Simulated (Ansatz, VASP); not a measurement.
Two plane-wave programs on C

```
C
1.0
     1.25308    0.72347    3.41752
    -1.25308    0.72347    3.41752
     0.00000   -1.44693    3.41752
C
2
Direct
  0.16094 0.16094 0.16094
  0.83906 0.83906 0.83906
```

Change from the starting cell: mode 4 frozen in at -0.057 Å, equal normal strain along x, y and z +0.0167.

Alike in both runs: task single point; functional PBE; dispersion D3(BJ); k mesh 15 × 15 × 15; occupations gaussian, width 0.05 eV; no spin polarisation.

|  | VASP | Ansatz |
| --- | --- | --- |
| version | VASP 6.6.1 | Ansatz 0.2.0 |
| potentials or method | VASP PAW PBE potentials, release 64 (C) | scalar-relativistic, plane waves, PAW |
| plane-wave cutoff (eV) | 520 | 520 |
| valence electrons in the cell | 8 | 8 |

|  | VASP | Ansatz | Ansatz less VASP |
| --- | --- | --- | --- |
| gap on the k mesh at the Fermi level (eV) | 0.79 | 0.79 | 0.000 |
| least direct gap on the mesh (eV) | 0.79 | 0.79 | 0.000 |
| pressure (GPa) | -13.4 | -13.8 | -0.39 |
| largest component of the traceless stress (GPa) | 10.70 | 11.15 | +0.454 |
| rms of the force components (eV/Å) | 1.107 | 1.111 | +0.0039 |

Atom by atom the forces differ by 0.004 eV/Å (rms over components).

Caveats: an odd mesh through Γ misses points on the zone boundary, where band edges often lie; forces of over 1 eV/Å show positions far from the minimum, so gaps and moduli don't describe the material at rest.
